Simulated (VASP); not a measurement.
# TiO2 (Anatase) (I4_1/amd) in VASP: notebook, part 2 of 3

VASP 6.6.1. Earlier steps stand in the parts before.

## Step 4: Single point, PBE

INCAR

```
SYSTEM = TiO2
ADDGRID = .FALSE.
ALGO = Normal
EDIFF = 1E-7
ENCUT = 340
GGA = PE
ISIF = 2
ISMEAR = 0
LASPH = .TRUE.
LCHARG = .FALSE.
LREAL = .FALSE.
LWAVE = .FALSE.
NELM = 100
PREC = Accurate
SIGMA = 0.05
```

KPOINTS

```
k-points
0
G
  7 7 7
  0 0 0
```

POSCAR

```
TiO2
1.0
   -1.8921000000      1.8921000000      4.7573000000
    1.8921000000     -1.8921000000      4.7573000000
    1.8921000000      1.8921000000     -4.7573000000
Ti O
2 4
Direct
    0.7634100000      0.2505420000      0.5022120000
    0.0240310000     -0.0225460000     -0.0109780000
    0.8032660000      0.7916050000      0.0039110000
    0.5255800000      0.0234350000      0.4817660000
    0.9615640000      0.4693800000      0.5068500000
    0.1853180000      0.2146180000     -0.0384270000
```

Potentials or basis: VASP PAW PBE potentials, release 64 (Ti, O).

Started as:

```bash
$ cat potpaw_PBE.64/Ti/POTCAR potpaw_PBE.64/O/POTCAR > POTCAR
$ mpirun -np 1 vasp_std > vasp.out
```

OUTCAR:

```text
SYSTEM = TiO2
   EDIFF = 1E-7
   ENCUT = 340
   GGA = PE
   ISIF = 2
   ISMEAR = 0
   LASPH = .TRUE.
   LREAL = .FALSE.
   NELM = 100
   PREC = Accurate

 Found    172 irreducible k-points:

 Following reciprocal coordinates:
            Coordinates               Weight
  0.000000  0.000000  0.000000      1.000000
  0.142857  0.000000  0.000000      2.000000
  0.000000  0.142857  0.000000      2.000000
  0.000000  0.142857 -0.142857      2.000000
  0.142857  0.000000 -0.142857      2.000000
  0.285714  0.000000  0.000000      2.000000
   k-points           NKPTS =    172   k-points in BZ     NKDIM =    172   number of bands    NBANDS=     20
   number of dos      NEDOS =    301   number of ions     NIONS =      6
   total plane-waves  NPLWV =  46656
   dimension x,y,z NGX =    36 NGY =   36 NGZ =   36
   dimension x,y,z NGXF=    72 NGYF=   72 NGZF=   72
   ions per type =               2   4
   NGX,Y,Z   is equivalent  to a cutoff of  10.96, 10.96, 10.96 a.u.
   NGXF,Y,Z  is equivalent  to a cutoff of  21.93, 21.93, 21.93 a.u.
 SYSTEM =  TiO2
   PREC   = accura    normal or accurate (medium, high low for compatibility)
   ISTART =      0    job   : 0-new  1-cont  2-samecut
   ICHARG =      2    charge: 1-file 2-atom 10-const
   ISPIN  =      1    spin polarized calculation?
   LNONCOLLINEAR =      F non collinear calculations
   LSORBIT =      F    spin-orbit coupling
   LASPH  =      T    aspherical Exc in radial PAW
   ENCUT  =  340.0 eV  24.99 Ry    5.00 a.u.   8.21  8.21  8.21*2*pi/ulx,y,z
   NELM   =    100;   NELMIN=  2; NELMDL= -5     # of ELM steps
   EDIFF  = 0.1E-06   stopping-criterion for ELM
   LREAL  =      F    real-space projection
   EDIFFG = 0.1E-05   stopping-criterion for IOM
   NSW    =      0    number of steps for IOM
   IBRION =     -1    ionic relax: 0-MD 1-quasi-New 2-CG
   NFREE  =      0    steps in history (QN), initial steepest desc. (CG)
   ISIF   =      2    stress and relaxation
   ISYM   =      2    0-nonsym 1-usesym 2-fastsym
   POTIM  = 0.5000    time-step for ionic-motion
   TEBEG  =    0.0;   TEEND  =   0.0 temperature during run
   PSTRESS=    0.0 pullay stress
   NELECT =      32.0000    total number of electrons
   NUPDOWN=      -1.0000    fix difference up-down
   EMIN   =  10.00;   EMAX   =-10.00  energy-range for DOS
[... 5 lines left out ...]
     AMIX     =   0.40;   BMIX     =  1.00
     AMIX_MAG =   1.60;   BMIX_MAG =  1.00
  volume/ion in A,a.u.               =      11.35        76.62
  Fermi-wavevector in a.u.,A,eV,Ry     =   1.272590  2.404847 22.034444  1.619486
  Thomas-Fermi vector in A             =   2.405460
   LORBIT       =      0    0 simple, 1 ext, 2 COOP (PROOUT), +10 PAW based schemes
   GGA     = PE    functional components
   LHFCALC =     F    Hartree Fock is set to
   AEXX    =    0.0000 exact exchange contribution
   IVDW    =     0    specifies the selected vdW correction
   LEPSILON=     F    determine dielectric tensor
   LRPA    =     F    only Hartree local field effects (RPA)
 non-spin polarized calculation
 Gauss-broadening in eV      SIGMA  =   0.05
  energy-cutoff  :      340.00
  volume of cell :       68.13
 maximum number of plane-waves:       982
 NGX is ok and might be reduce to    36
   NGX = 17   NGY = 17   NGZ = 17

 number of electron      32.0000003 magnetization

 Free energy of the ion-electron system (eV)
  ---------------------------------------------------
  ext. energy  EPLUGINS =         0.00000000
  ---------------------------------------------------
  free energy    TOTEN  =       -52.73528179 eV

  energy without entropy =      -52.73528179  energy(sigma->0) =      -52.73528179

 E-fermi :   0.9915     XC(G=0): -10.5298

 val. band max:        0.7861759552   @ k =  -0.4286   0.4286   0.0000
 cond. band min:       2.9830200638   @ k =   0.0000   0.0000   0.0000
 fundamental gap:      2.1968441087
 Fermi energy:         0.9914688737

 k-point     1 :       0.0000    0.0000    0.0000
  band No.  band energies     occupation
      1     -17.0076      2.00000
      2     -16.1193      2.00000
      3     -15.9128      2.00000
      4     -15.6074      2.00000
      5      -3.2285      2.00000
      6      -3.0996      2.00000
[... 12 lines left out ...]
     19       4.1983      0.00000
     20       4.3914      0.00000

 k-point     2 :       0.1429    0.0000    0.0000
  band No.  band energies     occupation
      1     -16.9155      2.00000
      2     -16.0761      2.00000
      3     -15.8659      2.00000
      4     -15.5929      2.00000
      5      -3.2454      2.00000
      6      -3.1505      2.00000
[... 12 lines left out ...]
     19       3.9329      0.00000
     20       4.3007      0.00000

 k-point     3 :       0.0000    0.1429    0.0000
  band No.  band energies     occupation
      1     -16.9136      2.00000
      2     -16.0917      2.00000
      3     -15.8841      2.00000
      4     -15.5890      2.00000
      5      -3.4706      2.00000
      6      -3.1514      2.00000
[... 12 lines left out ...]
     19       4.0097      0.00000
     20       4.2019      0.00000

 k-point     4 :       0.0000    0.1429   -0.1429
  band No.  band energies     occupation
      1     -16.9129      2.00000
      2     -16.0755      2.00000
      3     -15.8690      2.00000
      4     -15.5935      2.00000
      5      -3.2344      2.00000
      6      -3.1695      2.00000
[... 12 lines left out ...]
     19       3.9086      0.00000
     20       4.3114      0.00000

 k-point     5 :       0.1429    0.0000   -0.1429
  band No.  band energies     occupation
      1     -16.9152      2.00000
      2     -16.0914      2.00000
      3     -15.8825      2.00000
      4     -15.5890      2.00000
      5      -3.4657      2.00000
      6      -3.1653      2.00000
[... 12 lines left out ...]
     19       4.0270      0.00000
     20       4.1793      0.00000

 k-point     6 :       0.2857    0.0000    0.0000
  band No.  band energies     occupation
      1     -16.7062      2.00000
      2     -15.9613      2.00000
      3     -15.7656      2.00000
      4     -15.5471      2.00000
      5      -3.7261      2.00000
      6      -3.2181      2.00000
[... 12 lines left out ...]
     19       4.1723      0.00000
     20       4.3699      0.00000

 [... further k-points ...]
[... 5 lines left out ...]
  --------------------------------------------------------------------------------------
  -------------------------------------------------------------------------------------
  Total       -3.4632451     -1.2357729     -7.6146924      0.1929447      0.3662420      0.3869787
  in kB      -81.4488789    -29.0630068   -179.0829518      4.5376889      8.6133092      9.1009960
  external PRESSURE =     -96.5316125 kB  Pullay stress =       0.0000000 kB

 VOLUME and BASIS-vectors are now :
 -----------------------------------------------------------------------------
  energy-cutoff  :      340.00
  volume of cell :       68.13
      direct lattice vectors                 reciprocal lattice vectors
    -1.892100000  1.892100000  4.757300000     0.000000000  0.264256646  0.105101633
     1.892100000 -1.892100000  4.757300000     0.264256646  0.000000000  0.105101633
     1.892100000  1.892100000 -4.757300000     0.264256646  0.264256646  0.000000000

 POSITION                                       TOTAL-FORCE (eV/Angst)
 -----------------------------------------------------------------------------------
     -0.02016      1.92063      2.43450         0.092715     -1.669344      0.028177
      3.67530      0.06736      0.05929         1.301380     -0.972299     -0.412737
     -0.01466      0.02946      7.56867         0.151438     -0.554880      0.010164
     -0.03856      1.86166      0.31992         0.268112      0.593956      1.292331
      0.02775      1.89027      4.39619        -1.793066     -0.236364      0.101402
      1.87483      1.76395     -2.67188        -0.020579      2.838932     -1.019336
 -----------------------------------------------------------------------------------
    total drift:                               -0.000080     -0.000127     -0.000417

  FREE ENERGIE OF THE ION-ELECTRON SYSTEM (eV)
  ---------------------------------------------------
  free  energy   TOTEN  =       -52.7352817914 eV

  energy  without entropy=      -52.7352817914  energy(sigma->0) =      -52.73528179
```

Run time: 2.9 min. Hardware: 1 thread of Intel Xeon Platinum 8488C (Sapphire Rapids), shared host; peak memory 0.26 GiB.

The run converged, but a check on its numbers failed (symmetry, net force, bounds or a known fault of this set-up), so they aren't taken as properties of the crystal.

Caveat: the cutoff lies under the usual one of these potentials, so the numbers hold a large basis-set error; an odd mesh through Γ misses points on the zone boundary, where band edges often lie.

## Step 5: Single point, PBE

INCAR, as its differences from that of step 4:

```diff
@@ -4,3 +4,3 @@
 EDIFF = 1E-7
-ENCUT = 340
+ENCUT = 400
 GGA = PE
```

KPOINTS is that of step 4.

POSCAR

```
TiO2
1.0
   -1.8921000000      1.8921000000      4.7573000000
    1.8921000000     -1.8921000000      4.7573000000
    1.8921000000      1.8921000000     -4.7573000000
Ti O
2 4
Direct
    0.7500000000      0.2500000000      0.5000000000
    0.0000000000      0.0000000000      0.0000000000
    0.7919000000      0.7919000000      0.0000000000
    0.5419000000      0.0419000000      0.5000000000
    0.9581000000      0.4581000000      0.5000000000
    0.2081000000      0.2081000000      0.0000000000
```

Potentials or basis: VASP PAW PBE potentials, release 64 (Ti, O).

Started as:

```bash
$ cat potpaw_PBE.64/Ti/POTCAR potpaw_PBE.64/O/POTCAR > POTCAR
$ mpirun -np 1 vasp_std > vasp.out
```

OUTCAR:

```text
SYSTEM = TiO2
   EDIFF = 1E-7
   ENCUT = 400
   GGA = PE
   ISIF = 2
   ISMEAR = 0
   LASPH = .TRUE.
   LREAL = .FALSE.
   NELM = 100
   PREC = Accurate

 Found     40 irreducible k-points:

 Following reciprocal coordinates:
            Coordinates               Weight
  0.000000  0.000000  0.000000      1.000000
  0.142857  0.000000  0.000000      8.000000
  0.285714  0.000000  0.000000      8.000000
  0.428571 -0.000000  0.000000      8.000000
  0.142857  0.142857  0.000000      8.000000
  0.285714  0.142857  0.000000     16.000000
   k-points           NKPTS =     40   k-points in BZ     NKDIM =     40   number of bands    NBANDS=     20
   number of dos      NEDOS =    301   number of ions     NIONS =      6
   total plane-waves  NPLWV =  46656
   dimension x,y,z NGX =    36 NGY =   36 NGZ =   36
   dimension x,y,z NGXF=    72 NGYF=   72 NGZF=   72
   ions per type =               2   4
   NGX,Y,Z   is equivalent  to a cutoff of  10.96, 10.96, 10.96 a.u.
   NGXF,Y,Z  is equivalent  to a cutoff of  21.93, 21.93, 21.93 a.u.
 SYSTEM =  TiO2
   PREC   = accura    normal or accurate (medium, high low for compatibility)
   ISTART =      0    job   : 0-new  1-cont  2-samecut
   ICHARG =      2    charge: 1-file 2-atom 10-const
   ISPIN  =      1    spin polarized calculation?
   LNONCOLLINEAR =      F non collinear calculations
[... 54 lines left out ...]

 val. band max:        0.6909279570   @ k =  -0.4286   0.4286   0.0000
 cond. band min:       2.6394054726   @ k =   0.0000   0.0000   0.0000
 fundamental gap:      1.9484775156
 Fermi energy:         0.9029675430

 k-point     1 :       0.0000    0.0000    0.0000
  band No.  band energies     occupation
      1     -17.0065      2.00000
      2     -15.9630      2.00000
      3     -15.9503      2.00000
      4     -15.4815      2.00000
      5      -3.2820      2.00000
      6      -3.1644      2.00000
[... 127 lines left out ...]
     19       3.9553      0.00000
     20       4.1682      0.00000

 [... further k-points ...]
[... 5 lines left out ...]
  --------------------------------------------------------------------------------------
  -------------------------------------------------------------------------------------
  Total        1.0820928      1.0820928      1.2677367      0.0000000      0.0000000      0.0000000
  in kB       25.4487471     25.4487471     29.8147338      0.0000000      0.0000000      0.0000000
  external PRESSURE =      26.9040760 kB  Pullay stress =       0.0000000 kB

 VOLUME and BASIS-vectors are now :
 -----------------------------------------------------------------------------
  energy-cutoff  :      400.00
  volume of cell :       68.13
      direct lattice vectors                 reciprocal lattice vectors
    -1.892100000  1.892100000  4.757300000     0.000000000  0.264256646  0.105101633
     1.892100000 -1.892100000  4.757300000     0.264256646  0.000000000  0.105101633
     1.892100000  1.892100000 -4.757300000     0.264256646  0.264256646  0.000000000

 POSITION                                       TOTAL-FORCE (eV/Angst)
 -----------------------------------------------------------------------------------
      0.00000      1.89210      2.37865        -0.000000     -0.000000     -0.000000
      0.00000      0.00000      0.00000        -0.000000     -0.000000      0.000000
      0.00000      0.00000      7.53461         0.000000      0.000000     -0.164152
      0.00000      1.89210      0.39866         0.000000      0.000000     -0.164152
      0.00000      1.89210      4.35864        -0.000000     -0.000000      0.164152
      0.00000      0.00000      1.97999        -0.000000     -0.000000      0.164152
 -----------------------------------------------------------------------------------
    total drift:                               -0.000000     -0.000000     -0.000000

  FREE ENERGIE OF THE ION-ELECTRON SYSTEM (eV)
  ---------------------------------------------------
  free  energy   TOTEN  =       -52.9898990320 eV

  energy  without entropy=      -52.9898990320  energy(sigma->0) =      -52.98989903
```

OSZICAR:

```text
N       E                     dE             d eps       ncg     rms          rms(c)
DAV:   1     0.353733226819E+03    0.35373E+03   -0.12452E+04  1600   0.128E+03
DAV:   2    -0.936799247706E+01   -0.36310E+03   -0.35322E+03  2184   0.343E+02
DAV:   3    -0.684331138640E+02   -0.59065E+02   -0.58350E+02  2084   0.174E+02
DAV:   4    -0.704676593693E+02   -0.20345E+01   -0.20313E+01  1944   0.376E+01
DAV:   5    -0.705379752092E+02   -0.70316E-01   -0.70297E-01  2036   0.683E+00    0.442E+01
DAV:   6    -0.541541089326E+02    0.16384E+02   -0.11497E+02  2248   0.745E+01    0.145E+01
DAV:   7    -0.534470558600E+02    0.70705E+00   -0.17619E+01  2448   0.351E+01    0.132E+01
DAV:   8    -0.533408753555E+02    0.10618E+00   -0.77545E+00  1856   0.243E+01    0.735E+00
DAV:   9    -0.529854615095E+02    0.35541E+00   -0.23769E+00  1924   0.138E+01    0.415E-01
DAV:  10    -0.529899367071E+02   -0.44752E-02   -0.51857E-02  1916   0.166E+00    0.284E-01
DAV:  11    -0.529936135190E+02   -0.36768E-02   -0.37713E-02  1900   0.127E+00    0.492E-01
DAV:  12    -0.529899236352E+02    0.36899E-02   -0.30575E-02  2440   0.136E+00    0.784E-02
DAV:  13    -0.529899092239E+02    0.14411E-04   -0.10859E-03  2180   0.267E-01    0.415E-02
DAV:  14    -0.529898993480E+02    0.98759E-05   -0.57454E-05  1948   0.703E-02    0.518E-03
DAV:  15    -0.529898987406E+02    0.60744E-06   -0.20763E-06  1868   0.116E-02    0.183E-03
DAV:  16    -0.529898989956E+02   -0.25500E-06   -0.35145E-07  1788   0.516E-03    0.214E-03
DAV:  17    -0.529898990320E+02   -0.36449E-07   -0.11206E-07  1004   0.327E-03
   1 F= -.52989899E+02 E0= -.52989899E+02  d E =-.508947E-11
```

Run time: 58 s. Hardware: 1 thread of Intel Xeon Platinum 8488C (Sapphire Rapids), shared host; peak memory 0.21 GiB.

These settings aren't checked as converged: the numbers below hold their error.

Results:

- Free energy: -52.9899 eV
- Largest force: 0.164 eV/Å
- Band gap on the k mesh: 1.95 eV, indirect (least direct gap 2.27 eV)

Caveat: the cutoff is under 1.25 times the usual one of these potentials, so pressure, stress and relaxed cells hold a basis-set (Pulay) error; an odd mesh through Γ misses points on the zone boundary, where band edges often lie.

[end of part 2 of 3]
